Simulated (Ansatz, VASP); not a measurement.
# ZnS: VASP beside Ansatz

Contents of POSCAR:

```
ZnS
1.0
   -0.5861359534      2.4456017367      2.4456017367
    2.4456017367     -0.5861359534      2.4456017367
    2.4456017367      2.4456017367     -0.5861359534
Zn S
1 1
Direct
    0.0000000000      0.0000000000      0.0000000000
    0.7500000000      0.7500000000      0.7500000000
```

File INCAR.step1:

```
SYSTEM = ZnS
PREC = Accurate
ENCUT = 520
ISMEAR = 0
SIGMA = 0.05
LREAL = .FALSE.
LASPH = .TRUE.
NELM = 80
NBANDS = 16
GGA = PE
ALGO = Normal
EDIFF = 1E-4
LWAVE = .TRUE.
LCHARG = .FALSE.
```

File INCAR.step2:

```
SYSTEM = ZnS
PREC = Accurate
ENCUT = 520
EDIFF = 1E-6
ISMEAR = 0
SIGMA = 0.05
LREAL = .FALSE.
LASPH = .TRUE.
NELM = 80
ALGO = Normal
ISIF = 2
LWAVE = .FALSE.
LCHARG = .FALSE.
METAGGA = R2SCAN
LMIXTAU = .TRUE.
NBANDS = 16
ISTART = 1
```

Contents of KPOINTS:

```
regular mesh
0
G
  8 8 8
  0 0 0
```

Input for Ansatz:

```yaml
crystal:
  lattice:
    - [-0.5861359534, 2.4456017367, 2.4456017367]
    - [2.4456017367, -0.5861359534, 2.4456017367]
    - [2.4456017367, 2.4456017367, -0.5861359534]
  atoms:
    - { symbol: Zn, position: [0.0, 0.0, 0.0] }
    - { symbol: S, position: [0.75, 0.75, 0.75] }
basis:
  ecutwfc: 500
kpoints:
  mp_grid: { grid: [8, 8, 8] }
hamiltonian:
  xc: r2scan
scf:
  occupations: { method: gaussian, width: 0.05 }
output:
  forces: true
  stress: true
  eigenvalues: true
```

Alike in both runs: task single point; functional r2SCAN; k mesh 8 × 8 × 8; occupations gaussian, width 0.05 eV; no spin polarisation.

|  | VASP | Ansatz |
| --- | --- | --- |
| version | VASP 6.6.1 | Ansatz 0.2.0 |
| potentials or method | VASP PAW PBE potentials, release 64 (Zn, S) | scalar-relativistic, plane waves, PAW |
| plane-wave cutoff (eV) | 520 | 500 |
| valence electrons in the cell | 18 | 18 |

|  | VASP | Ansatz | Ansatz less VASP |
| --- | --- | --- | --- |
| gap on the k mesh at the Fermi level (eV) | 1.92 | 1.91 | -0.013 |
| least direct gap on the mesh (eV) | 1.93 | 1.91 | -0.020 |
| pressure (GPa) | 18.0 | 17.7 | -0.34 |
| largest component of the traceless stress (GPa) | 26.28 | 26.03 | -0.252 |
| rms of the force components (eV/Å) | 4.533 | 4.472 | -0.0607 |

Atom by atom the forces differ by 0.061 eV/Å (rms over components). The functional is the same, so the differences come from potentials, cutoffs and numerics.

Caveats: so large a pressure means that the cell lies far from this level's equilibrium, or that cutoff or potentials fall short (VASP); the potentials were made for another functional, which shifts forces and pressure (VASP). A k mesh can miss the band edges. r2SCAN opens gaps a little over a GGA but as a rule still falls short of measured ones.
